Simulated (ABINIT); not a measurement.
HfO2, 3 atoms in the cell. The structure is cubic, space group Fm-3m (No. 225). The conventional cell has a = 5.115 Å, b = 5.115 Å, c = 5.115 Å, α = 90.00°, β = 90.00°, γ = 90.00°. Hf (site symmetry m-3m) has 8 O at 2.21 Å as nearest neighbours. O (site symmetry -43m) is surrounded by 4 Hf at 2.21 Å. Measurements of this composition are mostly on another form, of space group No. 14.

| Property | Result |
| --- | --- |
| Program | ABINIT 10.8.3 (patched build) |
| Task | optical spectrum |
| Functional | PBE |
| Potentials or basis | SG15 NC PBE v1.2 |
| Cutoff | 1088 eV |
| k mesh | 6 × 6 × 6, with 4 shifts |
| Occupations | fixed |
| Spin | no spin polarisation |
| Bands in the sums | 27 |
| Broadening (eV) | 0.1 |
| Scissor shift (eV) | 0.5 |
| Tensor components | [11] |

Potentials or basis: SG15 NC PBE v1.2.

Launch:

```bash
$ abinit run.abi > log 2>&1
$ optic optic.abi > optic.log 2>&1
```

Hardware: 1 thread of AMD EPYC 7R43 64-Core Processor (Zen 3) (shared host).

Q: Estimate the wall time of this run.

A: Wall time 5.3 min on 1 thread of AMD EPYC 7R43 64-Core Processor (Zen 3), with other jobs on the host, peak memory 1.3 GiB. Counts: scf iterations 29, mpi ranks 1, k points 28, bands 19, plane waves 2737.
